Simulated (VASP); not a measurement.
# MgI2 (P-3m1) in VASP: single point with LDA

Aim: the single point of MgI2 with LDA.

Everything below comes from runs of VASP 6.6.1. Logs are shortened: lines on timing, memory, paths and dates and some standing lists are left out, and cuts for length are marked.

## (1) The structure

The structure is trigonal, space group P-3m1 (No. 164). The conventional cell has a = 4.154 Å, b = 4.154 Å, c = 6.862 Å, α = 90.00°, β = 90.00°, γ = 120.00°. Around Mg (site symmetry -3m) lie 6 I at 2.92 Å. I (site symmetry 3m) has 3 Mg at 2.92 Å as nearest neighbours.

## (2) Single point, LDA

File INCAR:

```
PREC = Accurate ; ENCUT = 520
EDIFF = 1E-6 ; ISMEAR = 0
SIGMA = 0.1 ; LREAL = False
LASPH = True ; NELM = 100
ALGO = Normal ; ISIF = 2
LWAVE = False ; LCHARG = False
GGA = CA ; NBANDS = 15
```

File KPOINTS:

```
Automatic mesh
0
Gamma
  6 6 4
```

File POSCAR:

```
MgI2
1.0
    4.1537001214      0.0000000000      0.0000000000
   -2.0768500607      3.5972098248      0.0000000000
    0.0000000000      0.0000000000      6.8620000000
Mg I
1 2
Direct
    0.0000000000      0.0000000000      0.0000000000
    0.3333333333      0.6666666667      0.7576300000
    0.6666666667      0.3333333333      0.2423700000
```

Potentials or basis: VASP PAW LDA potentials, release 64 (Mg, I).

Started as:

```
cat potpaw_LDA.64/Mg/POTCAR potpaw_LDA.64/I/POTCAR > POTCAR
mpirun -np 1 vasp_std > vasp.out
```

OUTCAR:

```text
PREC = Accurate
   ENCUT = 520
   EDIFF = 1E-6
   ISMEAR = 0
   LREAL = False
   LASPH = True
   NELM = 100
   ISIF = 2
   GGA = CA

 ion  position               nearest neighbor table
   1  0.000  0.000  0.000-   2 2.92   3 2.92   2 2.92   3 2.92   3 2.92   2 2.92
   2  0.333  0.667  0.758-   1 2.92   1 2.92   1 2.92
   3  0.667  0.333  0.242-   1 2.92   1 2.92   1 2.92

  LATTYP: Found a hexagonal cell.
 ALAT       =     4.1537001214
 C/A-ratio  =     1.6520210413

  Lattice vectors:

 A1 = (   4.1537001214,   0.0000000000,   0.0000000000)
 A2 = (  -2.0768500607,   3.5972098248,   0.0000000000)
 A3 = (   0.0000000000,   0.0000000000,   6.8620000000)

Analysis of symmetry for initial positions (statically):
=====================================================================
 Subroutine PRICEL returns:
 Original cell was already a primitive cell.

 Routine SETGRP: Setting up the symmetry group for a
 hexagonal supercell.

 Subroutine GETGRP returns: Found 12 space group operations
 (whereof 12 operations were pure point group operations)
 out of a pool of 24 trial point group operations.

The static configuration has the point symmetry D_3d.

Analysis of symmetry for dynamics (positions and initial velocities):
=====================================================================
 Subroutine PRICEL returns:
 Original cell was already a primitive cell.

 Routine SETGRP: Setting up the symmetry group for a
 hexagonal supercell.

 Subroutine GETGRP returns: Found 12 space group operations
 (whereof 12 operations were pure point group operations)
 out of a pool of 24 trial point group operations.

The dynamic configuration has the point symmetry D_3d.

 Subroutine INISYM returns: Found 12 space group operations
 (whereof 12 operations are pure point group operations),
 and found     1 'primitive' translations

----------------------------------------------------------------------------------------

                                     Primitive cell

  volume of cell :     102.5302

  direct lattice vectors                    reciprocal lattice vectors
     4.153700121  0.000000000  0.000000000     0.240749205  0.138996618  0.000000000
    -2.076850061  3.597209825  0.000000000     0.000000000  0.277993236  0.000000000
     0.000000000  0.000000000  6.862000000     0.000000000  0.000000000  0.145730108

  length of vectors
     4.153700121  4.153700121  6.862000000     0.277993236  0.277993236  0.145730108

  position of ions in fractional coordinates (direct lattice)
     0.000000000  0.000000000  0.000000000
     0.333333333  0.666666667  0.757630000
     0.666666667  0.333333333  0.242370000

  ion indices of the primitive-cell ions
   primitive index   ion index
                 1           1
                 2           2
                 3           3

----------------------------------------------------------------------------------------

 KPOINTS: Automatic mesh

Automatic generation of k-mesh.
 Grid dimensions read from file:
 generate k-points for:    6    6    4

 Generating k-lattice:

  Cartesian coordinates                     Fractional coordinates (reciprocal lattice)
     0.040124867  0.023166103  0.000000000     0.166666667 -0.000000000  0.000000000
     0.000000000  0.046332206  0.000000000     0.000000000  0.166666667  0.000000000
     0.000000000  0.000000000  0.036432527     0.000000000  0.000000000  0.250000000

  Length of vectors
     0.046332206  0.046332206  0.036432527

  Shift w.r.t. Gamma in fractional coordinates (k-lattice)
     0.000000000  0.000000000  0.000000000

 Subroutine IBZKPT returns following result:
 ===========================================

 Found     24 irreducible k-points:

 Following reciprocal coordinates:
            Coordinates               Weight
  0.000000  0.000000  0.000000      1.000000
  0.166667  0.000000  0.000000      6.000000
  0.333333  0.000000  0.000000      6.000000
  0.500000  0.000000  0.000000      3.000000
  0.166667  0.166667  0.000000      6.000000
  0.333333  0.166667  0.000000     12.000000
[... 16 lines left out ...]
  0.333333  0.166667  0.500000     12.000000
  0.333333  0.333333  0.500000      2.000000
   k-points           NKPTS =     24   k-points in BZ     NKDIM =     24   number of bands    NBANDS=     15
   number of dos      NEDOS =    301   number of ions     NIONS =      3
   total plane-waves  NPLWV =  55296
   dimension x,y,z NGX =    32 NGY =   32 NGZ =   54
   dimension x,y,z NGXF=    64 NGYF=   64 NGZF=  108
   ions per type =               1   2
   NGX,Y,Z   is equivalent  to a cutoff of  12.81, 12.81, 13.08 a.u.
   NGXF,Y,Z  is equivalent  to a cutoff of  25.62, 25.62, 26.17 a.u.
 SYSTEM =  unknown system
   PREC   = accura    normal or accurate (medium, high low for compatibility)
   ISTART =      0    job   : 0-new  1-cont  2-samecut
   ICHARG =      2    charge: 1-file 2-atom 10-const
   ISPIN  =      1    spin polarized calculation?
   LNONCOLLINEAR =      F non collinear calculations
   LSORBIT =      F    spin-orbit coupling
   LASPH  =      T    aspherical Exc in radial PAW
   ENCUT  =  520.0 eV  38.22 Ry    6.18 a.u.   7.72  7.72 12.76*2*pi/ulx,y,z
   NELM   =    100;   NELMIN=  2; NELMDL= -5     # of ELM steps
   EDIFF  = 0.1E-05   stopping-criterion for ELM
   LREAL  =      F    real-space projection
   EDIFFG = 0.1E-04   stopping-criterion for IOM
   NSW    =      0    number of steps for IOM
   IBRION =     -1    ionic relax: 0-MD 1-quasi-New 2-CG
   NFREE  =      0    steps in history (QN), initial steepest desc. (CG)
   ISIF   =      2    stress and relaxation
   ISYM   =      2    0-nonsym 1-usesym 2-fastsym
   POTIM  = 0.5000    time-step for ionic-motion
   TEBEG  =    0.0;   TEEND  =   0.0 temperature during run
   PSTRESS=    0.0 pullay stress
   NELECT =      16.0000    total number of electrons
   NUPDOWN=      -1.0000    fix difference up-down
   EMIN   =  10.00;   EMAX   =-10.00  energy-range for DOS
   EFERMI =   0.00;   METHOD = LEGACY
   ISMEAR =     0;   SIGMA  =   0.10  broadening in eV -4-tet -1-fermi 0-gaus
   EFERMI_NEDOS =   21; number of points for ismear=-14 and -15
   IALGO  =     38    algorithm
   IMIX   =      4    mixing-type and parameters
     AMIX     =   0.40;   BMIX     =  1.00
     AMIX_MAG =   1.60;   BMIX_MAG =  1.00
  volume/ion in A,a.u.               =      34.18       230.64
  Fermi-wavevector in a.u.,A,eV,Ry     =   0.881382  1.665571 10.569477  0.776835
  Thomas-Fermi vector in A             =   2.001871
   LORBIT       =      0    0 simple, 1 ext, 2 COOP (PROOUT), +10 PAW based schemes
   GGA     = CA    functional components
   LHFCALC =     F    Hartree Fock is set to
   AEXX    =    0.0000 exact exchange contribution
   IVDW    =     0    specifies the selected vdW correction
   LEPSILON=     F    determine dielectric tensor
   LRPA    =     F    only Hartree local field effects (RPA)
 non-spin polarized calculation
 Gauss-broadening in eV      SIGMA  =   0.10
  energy-cutoff  :      520.00
  volume of cell :      102.53
 maximum number of plane-waves:      2798
 NGX is ok and might be reduce to    32
   NGX = 15   NGY = 15   NGZ = 25

 number of electron      16.0000001 magnetization

 Free energy of the ion-electron system (eV)
  ---------------------------------------------------
  ext. energy  EPLUGINS =         0.00000000
  ---------------------------------------------------
  free energy    TOTEN  =        -9.06890327 eV

  energy without entropy =       -9.06890327  energy(sigma->0) =       -9.06890327

 E-fermi :   2.5753     XC(G=0):  -8.5536

 val. band max:        2.1680093100   @ k =   0.0000   0.0000   0.0000
 cond. band min:       5.5110873228   @ k =   0.5000   0.0000   0.2500
 fundamental gap:      3.3430780128
 Fermi energy:         2.5753386135

 k-point     1 :       0.0000    0.0000    0.0000
  band No.  band energies     occupation
      1      -9.9859      2.00000
      2      -9.2679      2.00000
      3      -1.4437      2.00000
      4       1.6875      2.00000
      5       1.6875      2.00000
      6       2.0729      2.00000
      7       2.0729      2.00000
      8       2.1680      2.00000
      9       5.5963      0.00000
     10       6.7448      0.00000
     11       8.7302      0.00000
     12       8.7302      0.00000
     13       9.5308      0.00000
     14      10.2378      0.00000
     15      10.2378      0.00000

 k-point     2 :       0.1667    0.0000    0.0000
  band No.  band energies     occupation
      1      -9.8442      2.00000
      2      -9.1967      2.00000
      3      -1.2462      2.00000
      4       0.6721      2.00000
      5       1.1914      2.00000
      6       1.3705      2.00000
      7       2.0198      2.00000
      8       2.0661      2.00000
      9       6.5267      0.00000
     10       7.3800      0.00000
     11       8.2043      0.00000
     12       9.0961      0.00000
     13       9.2542      0.00000
     14      10.0129      0.00000
     15      10.6211      0.00000

 k-point     3 :       0.3333    0.0000    0.0000
  band No.  band energies     occupation
      1      -9.5057      2.00000
      2      -9.0725      2.00000
      3      -1.0741      2.00000
      4      -0.4882      2.00000
      5       0.1491      2.00000
      6       0.9237      2.00000
      7       1.6712      2.00000
      8       1.8070      2.00000
      9       6.0554      0.00000
     10       7.4403      0.00000
     11       7.9413      0.00000
     12       9.1325      0.00000
     13       9.6245      0.00000
     14      10.6941      0.00000
     15      11.0480      0.00000
[... 343 lines left out ...]
 k-point    23 :       0.3333    0.1667    0.5000
  band No.  band energies     occupation
      1      -9.2204      2.00000
      2      -9.1068      2.00000
      3      -1.3379      2.00000
      4      -0.8629      2.00000
      5       0.1731      2.00000
      6       0.5782      2.00000
      7       1.4370      2.00000
      8       1.5674      2.00000
      9       6.2949      0.00000
     10       7.5767      0.00000
     11       8.2959      0.00000
     12       8.9086      0.00000
     13       9.1365      0.00000
     14      10.2272      0.00000
     15      11.2413      0.00000

 k-point    24 :       0.3333    0.3333    0.5000
  band No.  band energies     occupation
      1      -9.0952      2.00000
      2      -9.0952      2.00000
      3      -1.0716      2.00000
      4      -0.6667      2.00000
      5      -0.6667      2.00000
      6      -0.1020      2.00000
      7       1.6057      2.00000
      8       1.6057      2.00000
      9       6.8442      0.00000
     10       7.7743      0.00000
     11       7.7743      0.00000
     12       9.2771      0.00000
     13      10.3135      0.00000
     14      10.6364      0.00000
     15      10.8266      0.00000

------------------------ aborting loop because EDIFF is reached ----------------------------------------

  FORCE on cell =-STRESS in cart. coord.  units (eV):
  Direction    XX          YY          ZZ          XY          YZ          ZX
  --------------------------------------------------------------------------------------
  -------------------------------------------------------------------------------------
  Total       -1.0289743     -1.0289743     -0.8223448      0.0000000      0.0000000     -0.0000000
  in kB      -16.0791650    -16.0791650    -12.8502893      0.0000000      0.0000000     -0.0000000
  external PRESSURE =     -15.0028731 kB  Pullay stress =       0.0000000 kB

 VOLUME and BASIS-vectors are now :
 -----------------------------------------------------------------------------
  energy-cutoff  :      520.00
  volume of cell :      102.53
      direct lattice vectors                 reciprocal lattice vectors
     4.153700121  0.000000000  0.000000000     0.240749205  0.138996618  0.000000000
    -2.076850061  3.597209825  0.000000000     0.000000000  0.277993236  0.000000000
     0.000000000  0.000000000  6.862000000     0.000000000  0.000000000  0.145730108

 POSITION                                       TOTAL-FORCE (eV/Angst)
 -----------------------------------------------------------------------------------
      0.00000      0.00000      0.00000        -0.000000      0.000000      0.000000
     -0.00000      2.39814      5.19886        -0.000000      0.000000      0.138016
      2.07685      1.19907      1.66314         0.000000      0.000000     -0.138016
 -----------------------------------------------------------------------------------
    total drift:                               -0.000000      0.000000     -0.000000

  FREE ENERGIE OF THE ION-ELECTRON SYSTEM (eV)
  ---------------------------------------------------
  free  energy   TOTEN  =        -9.0689032674 eV

  energy  without entropy=       -9.0689032673  energy(sigma->0) =       -9.06890327
```

Run time: 25 s. Hardware: 1 thread of Intel Xeon Platinum 8259CL at 2.50GHz (Skylake/Cascade Lake), shared host; peak memory 0.2 GiB.

What came out:

- Free energy: -9.0689 eV
- Pressure: -1.5 GPa
- Largest force: 0.138 eV/Å
- Band gap on the k mesh: 3.34 eV, indirect (least direct gap 3.43 eV)

Forces in eV/Å, atoms in the order of the input:
```
Mg   0.000  0.000  0.000
I    0.000  0.000  0.138
I    0.000  0.000 -0.138
```

Caveat: spin-orbit coupling is left out, which moves the levels of the heavy elements. A k mesh can miss the band edges.
